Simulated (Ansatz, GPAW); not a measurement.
**One calculation of AlAu, 4 ways**

```
CELL_PARAMETERS angstrom
3.22394 0.00000 0.00000
0.00000 3.22394 0.00000
0.00000 0.00000 3.22394
ATOMIC_POSITIONS crystal
Au 0.50000 0.50000 0.50000
Al 0.00000 0.00000 0.00000
```

The cell comes from a database or a generator and needn't be the stable form of this composition.

Alike in all runs: task band structure; functional PBEsol; k mesh 8 × 8 × 8; occupations fermi-dirac, width 0.05 eV; no spin polarisation; no spin-orbit coupling. Pressure is positive in compression and, in plane waves, holds the error of the finite cutoff, which Ansatz's Pulay term estimates and takes out.

```csv
program and potentials,plane-wave cutoff (eV),notes,pressure (GPa)
"Ansatz, Ansatz PAW",420,"potentials made for PBE, which Ansatz adapts in part; 11 valence electrons an atom on average; Pulay term of +0.05 GPa included",-5.17
"GPAW, PAW data sets generated for this functional",600,7 valence electrons an atom on average,-4.54
"Ansatz, PAW datasets made for the crystal",260,7 valence electrons an atom on average,-5.15
"Ansatz, all-electron LAPW, scalar-relativistic",-,-,-5.15
```

The pressure spans -5.17 (Ansatz, Ansatz PAW) to -4.54 GPa (GPAW, PAW data sets generated for this functional), with all-electron results at -5.15.

The functional is the same throughout but for its coding, so the spread measures potentials, basis and numerics; runs on potential files found faulty are left out.
